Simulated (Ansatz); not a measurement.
## Phonon dispersion of Ti

These are results of Ansatz, DFT PBE, scalar-relativistic, plane waves, PAW, not measurements. Settings: 420 eV plane-wave cutoff, Γ-centred 20×20×20 mesh, Fermi-Dirac smearing of 0.15 eV. No spin polarisation. Phonons by linear response, acoustic sum rule imposed.

Equilibrium structure at this level:
```yaml
crystal:
  lattice:
    - [-1.63273, 1.63273, 1.63273]
    - [1.63273, -1.63273, 1.63273]
    - [1.63273, 1.63273, -1.63273]
  atoms:
    - { symbol: Ti, position: [0.00000, 0.00000, 0.00000] }
```

In a metal, frequencies and elastic constants depend on the k mesh and the smearing, soft modes and shear constants most. The q mesh is coarse, so values between its points are rough.

Force constants from linear response on a 2×2×2 q mesh.

Question: Is the structure dynamically stable on the q mesh?

Answer: No: at q = (0.000, 0.000, -0.500) a mode is imaginary, 127i cm⁻¹.

Question: Give the frequencies (cm⁻¹) at the points of high symmetry.

Answer:
```tsv
point	q	frequencies
H	0.500 -0.500 0.500	221 221 221
N	0.000 0.000 0.500	127i 166 174
P	0.250 0.250 0.250	93 93 93
```

This bcc form isn't the element's structure at ambient conditions.

Cost: 1 run of about 1.4 core-minutes, on Intel Xeon Platinum 8259CL (Skylake/Cascade Lake) (shared hosts).